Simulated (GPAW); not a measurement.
Runs of GPAW 26.7.0 on BaTiO3. The structure is tetragonal, space group P4mm (No. 99). Conventional cell: a = 4.000 Å, b = 4.000 Å, c = 4.018 Å, α = 90.00°, β = 90.00°, γ = 90.00°. Ba (site symmetry 4mm) is surrounded by 12 O at 2.79 to 2.88 Å. Ti (site symmetry 4mm) is surrounded by 6 O at 1.89 to 2.13 Å. O (site symmetry 2mm) is surrounded by 2 Ti at 2.00 Å. O (site symmetry 4mm) is surrounded by 2 Ti at 1.89 to 2.13 Å. 

```tsv
task	level	potentials or basis	spin	cell	cutoff (eV)	band path	band points	spin axis theta (degrees)	spin axis phi (degrees)	soc after scf	grid spacing	gap on the mesh (eV)	pressure (GPa)	relaxed volume (Å³/atom)	largest force (eV/Å)
band structure	C09-vdW	GPAW PAW data sets (gpaw-data 1.2.1), pw	SOC, no magnetisation	as given	800	GXMGZRAZ,XR,MA	100	90	0	second variation	-	1.77	-	-	0.24
relaxation of cell and atoms	revTPSS	GPAW PAW data sets (gpaw-data 1.2.1), pw	off	relaxed to -2 GPa	800	-	-	-	-	-	-	1.88	-2.1	-	0.01
relaxation of cell and atoms	revTPSS+D3	GPAW PAW data sets (gpaw-data 1.2.1), pw	off	relaxed	800	-	-	-	-	-	-	1.92	0.1	(a)	0.01
relaxation of cell and atoms	revPBE	the program's PAW data sets (release 1.2.1) made for this functional, pw	off	relaxed	800	-	-	-	-	-	-	1.81	0.0	13.92	-
band structure	PBE	GPAW PAW data sets (gpaw-data 1.2.1), fd	off	as given	-	GXMGZRAZ,XR,MA	100	-	-	-	0.16 Å	(b)	-	-	-
```

Alike in all rows: k mesh 4 × 4 × 4; smearing fermi-dirac 0.05 eV.

Task: Fill in the values left out.

Result: (a) 12.69; (b) 1.80.

Caveats: spin-orbit coupling is left out, which moves the levels of the heavy elements (some runs); the PAW data sets were made with another functional, which shifts forces and pressure a little (some runs); later steps reuse the first step's grids (some runs); spin-orbit coupling was added after a scalar SCF, so levels and gaps hold it while energy, forces, pressure and moments don't (some runs); this program's spin-orbit splittings come out too wide for heavy elements (some runs); the real-space grid adds noise to forces (some runs); the forces don't sum to zero, a sign of grid noise (some runs).

A k mesh can miss the band edges, and rows without SOC leave out spin-orbit coupling on Ba.
